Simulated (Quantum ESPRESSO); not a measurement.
# WS in Quantum ESPRESSO: further runs, part 2 of 2

Quantum ESPRESSO 7.5. Earlier steps stand in the parts before.

### Step 3. Work function, PBE

Input file pw.in:

```
&CONTROL
  calculation = 'scf'
  prefix = 'pwscf'
  outdir = './tmp'
  pseudo_dir = './pseudo'
  tprnfor = .true.
  disk_io = 'low'
/
&SYSTEM
  ibrav = 0
  celldm(1) = 8
  nat = 4
  ntyp = 2
  ecutwfc = 74
  nbnd = 28
  occupations = 'smearing'
  smearing = 'fd'
  degauss = 0.00367493
/
&ELECTRONS
  conv_thr = 4d-09
  electron_maxstep = 150
  mixing_beta = 0.3
  mixing_mode = 'local-TF'
/
ATOMIC_SPECIES
W    183.8400 W.upf
S     32.0600 S.upf
CELL_PARAMETERS alat
  0.7519967530608   0.0000000000000   0.0000000000000
 -0.3759983765440   0.6512482917219   0.0000000000000
  0.0000000000000   0.0000000000000   7.5472302169529
ATOMIC_POSITIONS crystal
W      0.3333333300    0.6666666600    0.2347375383
S      0.6666666700    0.3333333400    0.2835461018
S      0.6666666700    0.3333333400    0.7164538982
W      0.3333333300    0.6666666600    0.7652624617
K_POINTS automatic
4 4 1 0 0 0
```

Input file pp_density.in:

```
&INPUTPP
  prefix = 'pwscf'
  outdir = './tmp'
  filplot = 'density.dat'
  plot_num = 0
/
&PLOT
  nfile = 1
  filepp(1) = 'density.dat'
  iflag = 3
  output_format = 6
  fileout = 'density.cube'
/
```

Input file pp_potential.in:

```
&INPUTPP
  prefix = 'pwscf'
  outdir = './tmp'
  filplot = 'potential.dat'
  plot_num = 11
/
&PLOT
  nfile = 1
  filepp(1) = 'potential.dat'
  iflag = 3
  output_format = 6
  fileout = 'potential.cube'
/
```

Input file pp_elf.in:

```
&INPUTPP
  prefix = 'pwscf'
  outdir = './tmp'
  filplot = 'elf.dat'
  plot_num = 8
/
&PLOT
  nfile = 1
  filepp(1) = 'elf.dat'
  iflag = 3
  output_format = 6
  fileout = 'elf.cube'
/
```

Potentials or basis: PseudoDojo 0.4.1 SR PBE standard.

Command:

```
$ OMP_NUM_THREADS=1 mpirun -n 2 pw.x -in pw.in > pw.out
$ OMP_NUM_THREADS=1 mpirun -n 1 pp.x -in pp_density.in > pp_density.out
$ OMP_NUM_THREADS=1 mpirun -n 1 pp.x -in pp_potential.in > pp_potential.out
$ OMP_NUM_THREADS=1 mpirun -n 1 pp.x -in pp_elf.in > pp_elf.out
```

pw.out:

```text
This program is part of the open-source Quantum ESPRESSO suite
     for quantum simulation of materials; please cite
[... 6 lines left out ...]
     using ibrav=0 with symmetry is DISCOURAGED, use correct ibrav instead

     Subspace diagonalization in iterative solution of the eigenvalue problem:
     a serial algorithm will be used

     --------------------
     sticks:   dense  smooth     PW     G-vecs:    dense   smooth      PW
     Min         372     372    105                81548    81548   12467
     Max         373     373    106                81575    81575   12472
     Sum         745     745    211               163123   163123   24939

     Using Slab Decomposition

     bravais-lattice index     =            0
     lattice parameter (alat)  =       8.0000  a.u.
     unit-cell volume          =    1892.4313 (a.u.)^3
     number of atoms/cell      =            4
     number of atomic types    =            2
     number of electrons       =        40.00
     number of Kohn-Sham states=           28
     kinetic-energy cutoff     =      74.0000  Ry
     charge density cutoff     =     296.0000  Ry
     scf convergence threshold =      4.0E-09
     mixing beta               =       0.3000
     number of iterations used =            8  local-TF  mixing
     Exchange-correlation= PBE
                           (   1   4   3   4   0   0   0)

     celldm(1)=   8.000000  celldm(2)=   0.000000  celldm(3)=   0.000000
     celldm(4)=   0.000000  celldm(5)=   0.000000  celldm(6)=   0.000000

     crystal axes: (cart. coord. in units of alat)
               a(1) = (   0.751997   0.000000   0.000000 )
               a(2) = (  -0.375998   0.651248   0.000000 )
               a(3) = (   0.000000   0.000000   7.547230 )

     reciprocal axes: (cart. coord. in units 2 pi/alat)
               b(1) = (  1.329793  0.767756 -0.000000 )
               b(2) = (  0.000000  1.535513  0.000000 )
               b(3) = (  0.000000 -0.000000  0.132499 )

     PseudoPot. # 1 for W  read from file:
     W.upf
     Pseudo is Norm-conserving + core correction, Zval = 14.0
     Generated using ONCVPSP code by D. R. Hamann
     Using radial grid of 1396 points,  8 beta functions with:
                l(1) =   0
                l(2) =   0
                l(3) =   1
                l(4) =   1
                l(5) =   2
                l(6) =   2
                l(7) =   3
                l(8) =   3

     PseudoPot. # 2 for S  read from file:
     S.upf
     Pseudo is Norm-conserving + core correction, Zval =  6.0
     Generated using ONCVPSP code by D. R. Hamann
     Using radial grid of 1146 points,  6 beta functions with:
                l(1) =   0
                l(2) =   0
                l(3) =   1
                l(4) =   1
                l(5) =   2
                l(6) =   2

     atomic species   valence    mass     pseudopotential
     W                14.00   183.84000     W ( 1.00)
     S                 6.00    32.06000     S ( 1.00)

     12 Sym. Ops. (no inversion) found

   Cartesian axes

     site n.     atom                  positions (alat units)
         1        W      tau(   1) = (  -0.0000000   0.4341655   1.7716182  )
         2        S      tau(   2) = (   0.3759984   0.2170828   2.1399877  )
         3        S      tau(   3) = (   0.3759984   0.2170828   5.4072425  )
         4        W      tau(   4) = (  -0.0000000   0.4341655   5.7756120  )

     number of k points=     4  Fermi-Dirac smearing, width (Ry)=  0.0037
                       cart. coord. in units 2pi/alat
        k(    1) = (   0.0000000   0.0000000   0.0000000), wk =   0.1250000
        k(    2) = (   0.0000000   0.3838782   0.0000000), wk =   0.7500000
        k(    3) = (   0.0000000  -0.7677563   0.0000000), wk =   0.3750000
        k(    4) = (   0.3324482   0.5758172   0.0000000), wk =   0.7500000

     Dense  grid:   163123 G-vectors     FFT dimensions: (  36,  36, 360)

     Initial potential from superposition of free atoms

     starting charge      39.9989, renormalised to      40.0000

     negative rho (up, down):  3.729E-05 0.000E+00
     Starting wfcs are   28 randomized atomic wfcs

     Self-consistent Calculation

     iteration #  1     ecut=    74.00 Ry     beta= 0.30
     Davidson diagonalization with overlap
     ethr =  1.00E-02,  avg # of iterations =  3.0

     Threshold (ethr) on eigenvalues was too large:
     Diagonalizing with lowered threshold

     Davidson diagonalization with overlap
     ethr =  6.46E-04,  avg # of iterations =  2.8

     total energy              =    -347.44917261 Ry
     estimated scf accuracy    <       0.27812838 Ry

     iteration #  2     ecut=    74.00 Ry     beta= 0.30
     Davidson diagonalization with overlap
     ethr =  6.95E-04,  avg # of iterations =  1.0

     negative rho (up, down):  6.405E-06 0.000E+00

     total energy              =    -347.39570273 Ry
     estimated scf accuracy    <       0.17011524 Ry

     iteration #  3     ecut=    74.00 Ry     beta= 0.30
     Davidson diagonalization with overlap
     ethr =  4.25E-04,  avg # of iterations =  2.0

     total energy              =    -347.41591694 Ry
     estimated scf accuracy    <       0.01995784 Ry

     iteration #  4     ecut=    74.00 Ry     beta= 0.30
     Davidson diagonalization with overlap
     ethr =  4.99E-05,  avg # of iterations =  2.5

     total energy              =    -347.41416969 Ry
     estimated scf accuracy    <       0.01394888 Ry

     iteration #  5     ecut=    74.00 Ry     beta= 0.30
     Davidson diagonalization with overlap
     ethr =  3.49E-05,  avg # of iterations =  2.2

     total energy              =    -347.41591317 Ry
     estimated scf accuracy    <       0.00224551 Ry

     iteration #  6     ecut=    74.00 Ry     beta= 0.30
     Davidson diagonalization with overlap
     ethr =  5.61E-06,  avg # of iterations =  3.5

     total energy              =    -347.41518079 Ry
     estimated scf accuracy    <       0.00233433 Ry

     iteration #  7     ecut=    74.00 Ry     beta= 0.30
     Davidson diagonalization with overlap
     ethr =  5.61E-06,  avg # of iterations =  1.5

     total energy              =    -347.41534152 Ry
     estimated scf accuracy    <       0.00052155 Ry

     iteration #  8     ecut=    74.00 Ry     beta= 0.30
     Davidson diagonalization with overlap
     ethr =  1.30E-06,  avg # of iterations =  2.2

     negative rho (up, down):  9.631E-04 0.000E+00

     total energy              =    -347.41536055 Ry
     estimated scf accuracy    <       0.00063287 Ry

     iteration #  9     ecut=    74.00 Ry     beta= 0.30
     Davidson diagonalization with overlap
     ethr =  1.30E-06,  avg # of iterations =  2.2

     negative rho (up, down):  1.049E-03 0.000E+00

     total energy              =    -347.41545420 Ry
     estimated scf accuracy    <       0.00007924 Ry

     iteration # 10     ecut=    74.00 Ry     beta= 0.30
     Davidson diagonalization with overlap
     ethr =  1.98E-07,  avg # of iterations =  2.5
[... 33 lines left out ...]
     iteration # 14     ecut=    74.00 Ry     beta= 0.30
     Davidson diagonalization with overlap
     ethr =  4.84E-09,  avg # of iterations =  2.5

     negative rho (up, down):  8.511E-05 0.000E+00

     total energy              =    -347.41553101 Ry
     estimated scf accuracy    <       0.00000159 Ry

     iteration # 15     ecut=    74.00 Ry     beta= 0.30
     Davidson diagonalization with overlap
     ethr =  3.97E-09,  avg # of iterations =  2.5

     negative rho (up, down):  3.142E-05 0.000E+00

     total energy              =    -347.41553045 Ry
     estimated scf accuracy    <       0.00000068 Ry

     iteration # 16     ecut=    74.00 Ry     beta= 0.30
     Davidson diagonalization with overlap
     ethr =  1.71E-09,  avg # of iterations =  2.2

     negative rho (up, down):  2.053E-05 0.000E+00

     total energy              =    -347.41553048 Ry
     estimated scf accuracy    <       0.00000009 Ry

     iteration # 17     ecut=    74.00 Ry     beta= 0.30
     Davidson diagonalization with overlap
     ethr =  2.17E-10,  avg # of iterations =  3.2

     total energy              =    -347.41553074 Ry
     estimated scf accuracy    <       0.00000006 Ry

     iteration # 18     ecut=    74.00 Ry     beta= 0.30
     Davidson diagonalization with overlap
     ethr =  1.55E-10,  avg # of iterations =  2.2

     negative rho (up, down):  1.177E-06 0.000E+00

     total energy              =    -347.41553077 Ry
     estimated scf accuracy    <          6.2E-09 Ry

     iteration # 19     ecut=    74.00 Ry     beta= 0.30
     Davidson diagonalization with overlap
     ethr =  1.55E-11,  avg # of iterations =  2.2

     End of self-consistent calculation

          k = 0.0000 0.0000 0.0000 ( 20343 PWs)   bands (ev):

   -74.6559 -74.6559 -38.8795 -38.8795 -38.6155 -38.6155 -38.6155 -38.6155
   -14.6442 -14.6442  -6.3014  -6.3014  -2.7917  -2.7917  -2.7917  -2.7917
    -1.0199  -1.0198  -0.7901  -0.7901   0.1119   0.1119   0.1119   0.1119
     2.8048   2.8048   2.8048   2.8048

          k = 0.0000 0.3839 0.0000 ( 20294 PWs)   bands (ev):

   -74.6483 -74.6483 -38.8571 -38.8571 -38.7634 -38.7634 -38.6512 -38.6512
   -13.9783 -13.9783  -5.2888  -5.2888  -4.7516  -4.7516  -2.9057  -2.9057
    -1.4131  -1.4131  -1.0788  -1.0788   0.5414   0.5414   0.6222   0.6222
     3.1797   3.1802   3.1802   3.1802

          k = 0.0000-0.7678 0.0000 ( 20406 PWs)   bands (ev):

   -74.6406 -74.6406 -38.9102 -38.9102 -38.8322 -38.8322 -38.6867 -38.6867
   -13.1520 -13.1520  -6.5814  -6.5814  -4.3808  -4.3808  -3.2538  -3.2538
    -1.7553  -1.7553  -0.2868  -0.2868   1.2364   1.2364   2.4135   2.4135
     2.9108   2.9108   4.6170   4.6171

          k = 0.3324 0.5758 0.0000 ( 20316 PWs)   bands (ev):

   -74.6406 -74.6406 -38.8568 -38.8568 -38.8310 -38.8310 -38.7430 -38.7430
   -13.1668 -13.1668  -5.8652  -5.8652  -4.4933  -4.4933  -3.9720  -3.9720
    -1.5162  -1.5162  -1.0072  -1.0072   1.0841   1.0841   1.9610   1.9610
     3.0833   3.0833   4.7248   4.7249

     the Fermi energy is    -0.0771 ev

!    total energy              =    -347.41553080 Ry
     estimated scf accuracy    <          2.1E-09 Ry
     smearing contrib. (-TS)   =      -0.00041001 Ry
     internal energy E=F+TS    =    -347.41512079 Ry

     The total energy is F=E-TS. E is the sum of the following terms:
     one-electron contribution =   -1126.88515402 Ry
     hartree contribution      =     559.54770342 Ry
     xc contribution           =     -78.44873305 Ry
     ewald contribution        =     298.37106287 Ry

     convergence has been achieved in  19 iterations

     Forces acting on atoms (cartesian axes, Ry/au):

     atom    1 type  1   force =     0.00000000    0.00000000    0.01876455
     atom    2 type  2   force =     0.00000000    0.00000000   -0.01875698
     atom    3 type  2   force =     0.00000000   -0.00000000    0.01875698
     atom    4 type  1   force =     0.00000000    0.00000000   -0.01876455

     Total force =     0.037522     Total SCF correction =     0.000141

=------------------------------------------------------------------------------=
   JOB DONE.
=------------------------------------------------------------------------------=
```

It took 52 s on 2 MPI ranks of Arm Neoverse V2, shared host; peak memory 0.34 GiB.

These settings aren't checked as converged: the numbers below hold their error.

What came out:

| Quantity | Value |
| --- | --- |
| Free energy | -4726.8291 eV |
| Largest force | 0.482 eV/Å |
| Band gap on the k mesh | 0.40 eV, indirect (least direct gap 0.90 eV) |
| Ionisation potential of the upper face | 4.75 eV |
| Electron affinity of the upper face | 4.35 eV |

Caveat: the k mesh is coarse (spacing up to 0.57 Å⁻¹), so the values aren't converged; ionisation potential and electron affinity come from Kohn-Sham levels, which understate the gap; spin-orbit coupling is left out, which moves the levels of the heavy elements.
